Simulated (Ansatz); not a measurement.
# Stack of 1T-BiTeI under honeycomb PbTe, shifted by two thirds of the diagonal in a perpendicular field

Aim: how the stack of 1T-BiTeI under honeycomb PbTe, shifted by two thirds of the diagonal screens a field along its normal, and what the field does to its bands. A positive field points along +c.

Method: plane-wave DFT, PBE-D3(BJ), Ansatz PAW, in the first sound run; inputs show where later runs differ, in Ansatz 0.2.0.

## Step 1: Set-up

The cell holds 5 atoms: 1 I, 1 Bi, 2 Te and 1 Pb. Cell: a = 4.334 Å, b = 4.334 Å, c = 47.426 Å, α = 90.0°, β = 90.0°, γ = 120.0°. Regions: layer 1: 1T-BiTeI, 3 atoms (1 I, 1 Bi and 1 Te); layer 2: honeycomb PbTe, 2 atoms (1 Te and 1 Pb). Vacuum lies along c.

## Step 2: Relaxing the slab

The starting cell is a guess, so the in-plane lattice and the atoms are relaxed first, with the slab cut off from its images along the normal.

input.yaml reads:

```yaml
crystal:
  lattice:
    - [4.333625, 0.0, 0.0]
    - [-2.1668125, 3.7530293405, 0.0]
    - [0.0, 0.0, 47.4256481399]
  atoms:
    - { symbol: I, position: [0.6666666667, 0.3333333333, 0.4132784847] }
    - { symbol: Bi, position: [0.0, 0.0, 0.4488091025] }
    - { symbol: Te, position: [0.3333333333, 0.6666666667, 0.4812933304] }
    - { symbol: Te, position: [0.3333333333, 0.6666666667, 0.5508759324] }
    - { symbol: Pb, position: [0.0, 0.0, 0.5867215153] }
  periodic: [true, true, false]
kpoints:
  mp_grid: { grid: [12, 12, 1] }
hamiltonian:
  xc: pbe
  dispersion: d3bj
scf:
  occupations: { method: fermi_dirac, width: 0.05 }
  convergence: { dr2_threshold: 1.0e-09 }
relax:
  f_tol: 0.004
  max_steps: 90
  cell: {}
output:
  write_potential: true
  write_density: true
  volumetric_format: npy
```

Started as:

```bash
ansatz run input.yaml --threads 4 --pin off --max-ram 6144MiB --backend cpu --events-out ev --progress --plain --runs-dir out
```

Numbers of over 12 decimals in the logs are rounded to 6 here.

What it wrote:

```text
Warning: relax.cell: scf.convergence.dr2_threshold = 1e-9 eV is looser than the 1.50523407436e-10 eV advised for a relaxation that steers and ends on the stress (1e-10 eV for each atom of the cell: 5, times the square of relax.cell.stress_2d_tol = 0.05 N/m over 18.2 Å (the atoms' height at the walk's start and 5 Å past either face), 2.743e-2 GPa, over a crystal's default 0.05). What an SCF threshold leaves in a stress goes as its square root, and in the free energy as the threshold itself, and one threshold admits the most on a small cell: [figures from the program's tests cut] Set scf.convergence.dr2_threshold to 1.50523407436e-10 eV or tighter. [rest of the remark cut]
Engine: ansatz 0.2.0, aarch64-unknown-linux-gnu
Pseudopotentials: kind: paw
Pseudopotential: I, paw, valence charge 17, recommended cutoff 420 eV (normal), I.paw.azcp
Pseudopotential: Bi, paw, valence charge 15, recommended cutoff 420 eV (normal), Bi.paw.azcp
Pseudopotential: Te, paw, valence charge 16, recommended cutoff 420 eV (normal), Te.paw.azcp
Pseudopotential: Pb, paw, valence charge 14, recommended cutoff 420 eV (normal), Pb.paw.azcp
Functional definition: PBE
  parameter kappa = 0.804
  parameter beta = 0.066725
  exchange = pbe_x(kappa = kappa, mu = beta*pi^2/3)
  correlation = pbe_c(beta = beta)
Crystal: 5 atoms, lattice volume = 771.341 Å³
Basis set: ecut = 420 eV, 15153 PW (Γ), exchange–correlation on 60×60×640 points (8 copies of the dense FFT grid, shifted against one another)
Bands: 47, of which v1, the nominal top of the filled ones, is band 39 counted from 1 (38 counted from 0)
Symmetry: 6 space group operations
Space group: P3m1 (ITA 156), of the structure as read, at distance tolerance 9.2e-5 Å
k-points: 19 of 144 (time reversal used)
Non-local potential: I, projectors of the file, l = 0: 2, l = 1: 2, l = 2: 2, l = 3: 2
Non-local potential: Bi, projectors of the file, l = 0: 2, l = 1: 2, l = 2: 2, l = 3: 2
Non-local potential: Te, projectors of the file, l = 0: 2, l = 1: 2, l = 2: 2, l = 3: 2
Non-local potential: Pb, projectors of the file, l = 0: 2, l = 1: 2, l = 2: 2, l = 3: 2
PAW form: soft (Blöchl's): semilocal exchange-correlation on the pseudo side does not see the compensation charge
PAW one-centre angular grid: I, 590 points (default); XC on 64 Gauss nodes
PAW one-centre angular grid: Bi, 590 points (default); XC on 64 Gauss nodes
PAW one-centre angular grid: Te, 590 points (default); XC on 64 Gauss nodes
PAW one-centre angular grid: Pb, 590 points (default); XC on 64 Gauss nodes
Initial density: superposition of atomic densities (neutral atoms: chi_scale 0, normalization atom), corrected by the library's trained network
Initial wavefunctions: pseudopotential atomic-orbital guess
Functional: x = pbe(κ = 0.804, μ = 0.219515), c = pbe(β = 0.066725)
SCF iter   1: F=—  HF=-45777.999443 eV  |F-HF|=—  |Δ(HF+E_count)|=         —  Δρ=9.53e-4  dr2=7.08e-2  ethr=1.77e-3  ⟨swp⟩=19.9  Hψ=6094  notcnv=0
preconditioner: auto → LDOS  [insulator: Δε(μ)=0.393 eV  Ē_g=8.201 eV  σ=0.050 eV  W_gap=0.53  n_scr=106 (ndim 8)  ℏωp=6.9 eV  f_vac=0.744  D(μ)=0.21/eV (n_scr^D=2)  ε∞_Penn≈1.7  β→1.0]
SCF iter   2: F=—  HF=-45778.132730 eV  |F-HF|=—  |Δ(HF+E_count)|=   1.33e-1  Δρ=3.32e-3  dr2=1.37e0  ethr=9.07e-5  ⟨swp⟩=5.3  Hψ=2473  notcnv=0  defer=29
SCF iter   3: F=—  HF=-45777.995802 eV  |F-HF|=—  |Δ(HF+E_count)|=   1.37e-1  Δρ=6.58e-4  dr2=2.60e-2  ethr=9.07e-5  ⟨swp⟩=5.7  Hψ=2290  notcnv=0  defer=29
SCF iter   4: F=—  HF=-45777.992987 eV  |F-HF|=—  |Δ(HF+E_count)|=   2.82e-3  Δρ=2.07e-4  dr2=4.02e-3  ethr=3.33e-5  ⟨swp⟩=2.1  Hψ=1421  notcnv=0  defer=29
SCF iter   5: F=—  HF=-45777.992563 eV  |F-HF|=—  |Δ(HF+E_count)|=   4.24e-4  Δρ=7.45e-5  dr2=1.03e-4  ethr=5.16e-6  ⟨swp⟩=2.4  Hψ=1297  notcnv=0  defer=29
SCF iter   6: F=—  HF=-45777.992590 eV  |F-HF|=—  |Δ(HF+E_count)|=   2.76e-5  Δρ=3.40e-5  dr2=2.23e-5  ethr=1.33e-7  ⟨swp⟩=3.0  Hψ=1756  notcnv=0  defer=29
SCF iter   7: F=—  HF=-45777.992585 eV  |F-HF|=—  |Δ(HF+E_count)|=   5.03e-6  Δρ=1.06e-5  dr2=1.05e-6  ethr=2.86e-8  ⟨swp⟩=2.9  Hψ=1699  notcnv=0  defer=29
SCF iter   8: F=—  HF=-45777.992739 eV  |F-HF|=—  |Δ(HF+E_count)|=   1.54e-4  Δρ=3.93e-6  dr2=2.15e-7  ethr=1.35e-9  ⟨swp⟩=3.5  Hψ=1851  notcnv=0  defer=29
SCF iter   9: F=—  HF=-45777.992739 eV  |F-HF|=—  |Δ(HF+E_count)|=   2.72e-7  Δρ=1.14e-6  dr2=1.34e-8  ethr=2.75e-10  ⟨swp⟩=3.1  Hψ=1379  notcnv=0  defer=29
SCF iter  10: F=-45777.992739 eV  HF=-45777.992739 eV  |F-HF|=5.57e-9  |Δ(HF+E_count)|=   3.68e-8  Δρ=2.51e-7  dr2=6.56e-10  ethr=1.28e-12  ⟨swp⟩=10.3  Hψ=7635  notcnv=0
SCF 1 converged in 10 iterations: F = -45777.992739 eV  dr2 = 6.56e-10
  greatest PAW one-centre occupation: 0.999 electrons in one spin orbital (limit 2), on the I atom at site 0 (counted from 0), in its partial waves of l = 2
relax step   1: F+E_penalty+E_count = -45777.99273937 eV  Δ(F+E_penalty+E_count) = +0.000e0 eV  max|allowed force component| = 2.031e0 eV/Å  Δτ_max = 0.0000 Å  P = +4.045 N/m  Ω = 771.341 Å³  fix = [c, alpha, beta]  reactions: c +0.000 N/m  (10 SCF iters, accepted)
Crystal: 5 atoms, lattice volume = 777.979 Å³
Basis set: ecut = 420 eV, 15321 PW (Γ), exchange–correlation on 60×60×640 points (8 copies of the dense FFT grid, shifted against one another)
Initial density: handed on by an earlier stage of this run
Initial wavefunctions: those handed on with the density
iter 1 solved again at ethr=1.51e-4 eV; its pass at ethr=3.10e-3 eV (dr2=1.18e-1 eV) is discarded
SCF iter   1: F=—  HF=-45778.405686 eV  |F-HF|=—  |Δ(HF+E_count)|=         —  Δρ=1.71e-3  dr2=1.47e-1  ethr=1.51e-4  ⟨swp⟩=2.7  Hψ=5135  notcnv=0
eigensolver tolerance schedule calibrated: the retry pair's looser diagonalisation under-reported the residual by θ = 0.20 (0.15/decade); ethr = c·dr2/N_el runs at the constant in force after the calibration composes with the one it found (an armed cap, an earlier calibration), c = 4.4e-2
preconditioner: auto → Resta (q_TF=auto, 1.860 Å⁻¹)  ε∞=1.7  [insulator: Δε(μ)=0.309 eV  Ē_g=8.174 eV  σ=0.050 eV  W_gap=0.88  n_scr=106 (ndim 8)  ℏωp=6.9 eV  f_vac=0.739  D(μ)=0.05/eV (n_scr^D=0)  ε∞_Penn≈1.7  vacuum switching on, ρ_ref=4.8e-3 e/Å³]
SCF iter   2: F=—  HF=-45778.473844 eV  |F-HF|=—  |Δ(HF+E_count)|=   6.82e-2  Δρ=2.60e-3  dr2=1.11e0  ethr=8.26e-5  ⟨swp⟩=5.6  Hψ=2240  notcnv=0  defer=11  recentre
SCF iter   3: F=—  HF=-45778.394126 eV  |F-HF|=—  |Δ(HF+E_count)|=   7.97e-2  Δρ=1.11e-3  dr2=2.95e-2  ethr=8.26e-5  ⟨swp⟩=4.4  Hψ=1862  notcnv=0  defer=25
[...]
SCF iter   9: F=—  HF=-45778.591165 eV  |F-HF|=—  |Δ(HF+E_count)|=   3.22e-7  Δρ=1.65e-6  dr2=2.01e-8  ethr=6.00e-10  ⟨swp⟩=3.6  Hψ=1845  notcnv=0  defer=18
SCF iter  10: F=—  HF=-45778.591165 eV  |F-HF|=—  |Δ(HF+E_count)|=   2.71e-8  Δρ=4.82e-7  dr2=2.15e-9  ethr=2.57e-11  ⟨swp⟩=3.1  Hψ=1522  notcnv=0  defer=18
SCF iter  11: F=—  HF=-45778.591165 eV  |F-HF|=—  |Δ(HF+E_count)|=   3.74e-9  Δρ=1.79e-7  dr2=1.17e-9  ethr=1.28e-12  ⟨swp⟩=11.7  Hψ=6379  notcnv=0
SCF iter  12: F=-45778.591165 eV  HF=-45778.591165 eV  |F-HF|=5.82e-11  |Δ(HF+E_count)|=  7.64e-10  Δρ=6.13e-8  dr2=1.15e-10  ethr=1.28e-12  ⟨swp⟩=9.4  Hψ=5124  notcnv=0
SCF 3 converged in 12 iterations: F = -45778.591165 eV  dr2 = 1.15e-10
relax step   3: F+E_penalty+E_count = -45778.59116529 eV  Δ(F+E_penalty+E_count) = -1.996e-1 eV  max|allowed force component| = 4.245e-1 eV/Å  Δτ_max = 0.2000 Å  P = -0.021 N/m  Ω = 773.914 Å³  energy of the carried Pulay correction = -9.080e-5 eV  fix = [c, alpha, beta]  reactions: c -0.000 N/m  (12 SCF iters, accepted)
[...]
relax step   4: F+E_penalty+E_count = -45778.67482322 eV  Δ(F+E_penalty+E_count) = -8.366e-2 eV  max|allowed force component| = 2.680e-1 eV/Å  Δτ_max = 0.1809 Å  P = -0.368 N/m  Ω = 764.284 Å³  energy of the carried Pulay correction = +2.506e-4 eV  fix = [c, alpha, beta]  reactions: c -0.000 N/m  (11 SCF iters, accepted)
[...]
relax step   5: F+E_penalty+E_count = -45778.70220830 eV  Δ(F+E_penalty+E_count) = -2.739e-2 eV  max|allowed force component| = 2.430e-2 eV/Å  Δτ_max = 0.1800 Å  P = +0.190 N/m  Ω = 753.885 Å³  energy of the carried Pulay correction = +6.242e-4 eV  fix = [c, alpha, beta]  reactions: c +0.000 N/m  (11 SCF iters, accepted)
[...]
relax step   6: F+E_penalty+E_count = -45778.70262551 eV  Δ(F+E_penalty+E_count) = -4.172e-4 eV  max|allowed force component| = 8.900e-3 eV/Å  Δτ_max = 0.0154 Å  P = +0.013 N/m  Ω = 756.811 Å³  energy of the carried Pulay correction = +5.186e-4 eV  fix = [c, alpha, beta]  reactions: c +0.000 N/m  (9 SCF iters, accepted)
[...]
relax step   7: F+E_penalty+E_count = -45778.70262470 eV  Δ(F+E_penalty+E_count) = +8.187e-7 eV  max|allowed force component| = 2.951e-3 eV/Å  Δτ_max = 0.0044 Å  P = +0.002 N/m  Ω = 757.736 Å³  energy of the carried Pulay correction = +4.853e-4 eV  fix = [c, alpha, beta]  reactions: c +0.000 N/m  (8 SCF iters, accepted)
Initial wavefunctions: pseudopotential atomic-orbital guess (no wavefunctions were taken with the density)
iter 1 solved again at ethr=2.56e-6 eV; its pass at ethr=3.10e-3 eV (dr2=2.00e-3 eV) is discarded
SCF iter   1: F=—  HF=-45778.702324 eV  |F-HF|=—  |Δ(HF+E_count)|=         —  Δρ=1.02e-5  dr2=1.88e-7  ethr=2.56e-6  ⟨swp⟩=4.8  Hψ=8374  notcnv=0
eigensolver tolerance schedule: the retry pair's looser diagonalisation over-reported the residual by 10594.23 of it (diagonalisation noise at an unbounded share of the residual, at the tolerance the schedule requests for it); recorded, not acted on — ethr = c·dr2/N_el stays at c = 1.0e-1
preconditioner: auto → Resta (q_TF=auto, 1.868 Å⁻¹)  ε∞=1.8  [insulator: Δε(μ)=1.308 eV  Ē_g=8.134 eV  σ=0.050 eV  W_gap=1.00  n_scr=106 (ndim 8)  ℏωp=7.1 eV  f_vac=0.719  D(μ)=0.00/eV (n_scr^D=0)  ε∞_Penn≈1.8  vacuum switching on, ρ_ref=4.8e-3 e/Å³]
SCF iter   2: F=—  HF=-45778.702157 eV  |F-HF|=—  |Δ(HF+E_count)|=   1.67e-4  Δρ=4.74e-6  dr2=6.21e-8  ethr=2.42e-10  ⟨swp⟩=6.1  Hψ=3395  notcnv=0
SCF iter   3: F=—  HF=-45778.702157 eV  |F-HF|=—  |Δ(HF+E_count)|=   3.94e-8  Δρ=2.40e-6  dr2=2.56e-7  ethr=7.96e-11  ⟨swp⟩=2.5  Hψ=1628  notcnv=0  recentre
SCF iter   4: F=—  HF=-45778.702157 eV  |F-HF|=—  |Δ(HF+E_count)|=   8.84e-9  Δρ=1.70e-6  dr2=2.81e-7  ethr=7.96e-11  ⟨swp⟩=3.0  Hψ=1458  notcnv=0
SCF iter   5: F=—  HF=-45778.702157 eV  |F-HF|=—  |Δ(HF+E_count)|=   1.83e-8  Δρ=4.71e-7  dr2=6.86e-9  ethr=7.96e-11  ⟨swp⟩=2.2  Hψ=1061  notcnv=0
SCF iter   6: F=-45778.702157 eV  HF=-45778.702157 eV  |F-HF|=1.60e-10  |Δ(HF+E_count)|=  5.75e-10  Δρ=3.16e-7  dr2=3.67e-10  ethr=1.28e-12  ⟨swp⟩=15.4  Hψ=7320  notcnv=0
SCF 8 converged in 6 iterations: F = -45778.702157 eV  dr2 = 3.67e-10
relax step   8: F+E_penalty+E_count = -45778.70215697 eV  Δ(F+E_penalty+E_count) = +4.677e-4 eV  max|allowed force component| = 2.992e-3 eV/Å  Δτ_max = 0.0000 Å  P = +0.001 N/m  Ω = 757.736 Å³  fix = [c, alpha, beta]  reactions: c +0.000 N/m  stress off target by 6.43e-4 N/m on what of the cell is left free  SCF on the basis re-selected at this cell (its energy is not comparable with the rows above)  (6 SCF iters)
basis re-selected at this cell: Δ(F+E_penalty+E_count) = +4.677e-4 eV, ΔP = -0.001 N/m vs the last step (what re-selecting the basis moved, of the pressure what is left beyond the Pulay correction that the steps carried, after the strain that the cell walked since its last selection, with what the two solves' SCF thresholds leave and, on support functions, any second-order correction that the steps lacked; it is no m [...]
SCF converged after 6 iterations
Free energy (F): -45778.702157 eV
Harris-Foulkes:  -45778.702157 eV  (|F-HF|=1.60e-10)
Internal energy: -45778.702157 eV  (E = F + TS)
E sigma→0 (E₀):  -45778.702157 eV
Entropy (-TS):   -0.000000 eV (-0.000 meV/atom)
Fermi energy:    -4.093969 eV
--- Per-component energies (eV) ---
  E_band       = -2066.990005
  E_kinetic    = 1138.474359
  E_local      = -276693.137393  (includes V_loc(G=0)·N_el)
  E_nonlocal   = 199.769884
  E_hartree    = 137848.212684
  E_xc         = -748.006232
  E_vxc        = -612.164587  (∫ρ·V_xc dr)
  E_paw        = -35208.787798  (= ΣΔE_a)
  E_vpaw       = -1796.360390  (= ΣTr[D̂ρ^β])
  E_aug_tail   = -0.000754  (compensation charges beyond the density's cutoff)
  E_ewald      = 127686.229442
  E_disp       = -1.456348  (pairwise vdW)
  E_smearing   = -0.000000  (= −TS)
  E_closure    = 0.000000  (closes the sum)
  Σ components = -45778.702157   (vs F -45778.702157, Δ=0.00e0)
--- Forces (eV/Å), atoms counted from 1 ---
  atom   1  I     -0.00000000     0.00000000    -0.00155496
  atom   2  Bi    -0.00000000     0.00000000    -0.00136315
  atom   3  Te     0.00000000    -0.00000000     0.00299202
  atom   4  Te    -0.00000000     0.00000000    -0.00047487
  atom   5  Pb     0.00000000    -0.00000000     0.00040224
  max |Σ_I F_I| component: 1.28e-6 eV/Å
--- 2D stress c σ (N/m, compression-positive) ---
        0.000643       0.000000       0.000000
        0.000000       0.000643       0.000000
        0.000000       0.000000       0.000000
  P = ½ c Tr σ = 0.0006 N/m
--- Band table (eV; the first three rows and the last of 19) ---
  k-point 0: bands = [... 35 lower, -5.3744, -5.1459, -5.1459, -4.8909, -3.4900, -3.2827, -2.7174, -2.7174, ... 4 higher]
  k-point 1: bands = [... 35 lower, -5.4651, -5.3931, -5.2398, -4.8124, -3.1877, -3.0177, -2.6665, -2.6074, ... 4 higher]
  k-point 2: bands = [... 35 lower, -5.5209, -5.4613, -5.4203, -4.8690, -3.0926, -2.9142, -2.3593, -2.1329, ... 4 higher]
  k-point 18: bands = [... 35 lower, -6.3666, -6.3661, -6.0822, -5.6812, -3.0845, -2.2839, -2.0277, -1.4900, ... 4 higher]
  the weakly bound empty levels are not read free of the cell's end (no_gap_told)
--- Relaxed structure (7 steps of the walk, 7 accepted, 1 SCFs on fresh bases) ---
  F+E_penalty+E_count = -45778.70215697 eV   max|allowed force component| = 2.992e-3 eV/Å   (the final SCF, on the basis selected at the relaxed cell)
  cell:  # Å, volume = 757.7362 Å³
    - [4.295236, 0, 0]
    - [-2.147618, 3.719784, 0]
    - [0, 0, 47.4256481399]
  atoms:
    - { symbol: I, position: [0.666667, 0.333333, 0.398217] }
    - { symbol: Bi, position: [-9.135152114540452e-17, 1.5543122343879775e-17, 0.442553] }
    - { symbol: Te, position: [0.333333, 0.666667, 0.479614] }
    - { symbol: Te, position: [0.333333, 0.666667, 0.562347] }
    - { symbol: Pb, position: [-8.415004978539372e-17, 1.5543122343879784e-17, 0.598247] }
```

Elapsed: 5 min, on 4 threads of Arm Neoverse N1, shared host; peak memory 1.6 GiB.

Relaxation path:

```
step  energy less that of the first step (eV)  largest force component (eV/Å)  volume (Å³)
   1                                   0.0000                          2.0306       771.34
   2                                  -0.3988                          0.8787       777.98
   3                                  -0.5984                          0.4244       773.91
   4                                  -0.6821                          0.2680       764.28
   5                                  -0.7095                          0.0243       753.89
   6                                  -0.7099                          0.0089       756.81
   7                                  -0.7099                          0.0030       757.74
  8*                                  -0.7094                          0.0030       757.74
```

Relaxation steps marked * repeat the geometry before them on a plane-wave basis chosen anew for their cell, so energy and pressure can jump there.

Forces are held to the 6 operations that the run works with; a distortion that breaks them can't arise in this run.

```
cell as run  before  after  change
      a (Å)   4.334  4.295  -0.9 %
      b (Å)   4.334  4.295  -0.9 %
```

The atoms that moved most (Å, along periodic axes as changes of fractional coordinates times the final cell, across vacuum about the mean position):

```
atom     dx     dy      dz  length
  I1  0.000  0.000  -0.714   0.714
 Pb5  0.000  0.000   0.547   0.547
 Te4  0.000  0.000   0.544   0.544
 Bi2  0.000  0.000  -0.297   0.297
 Te3  0.000  0.000  -0.080   0.080
```

Final coordinates:

```xyz
5
Lattice="4.2952 0.0000 0.0000 -2.1476 3.7198 0.0000 0.0000 0.0000 47.4256" Properties=species:S:1:pos:R:3
I     2.1476    1.2399   18.8857
Bi    0.0000    0.0000   20.9884
Te    0.0000    2.4799   22.7460
Te    0.0000    2.4799   26.6697
Pb    0.0000    0.0000   28.3723
```

The lattice constant a goes from 4.334 to 4.295 Å.

(Continued in part 2 of 4.)

[Logs are printed without paths, hosts, clocks, repeated set-up lines and the standing remarks that a program may print on its own settings, such as how far it seeks lower states.]

[Hosts, paths, dates, database ids (printed as entryN), source tags and the programs' standing remarks are cut or masked in the printed files.]

[Maps of the electrostatic potential energy from Ansatz leave out the sawtooth potential of an applied field or a dipole correction, so their vacuum need not be flat; planar profiles and work functions include it.]
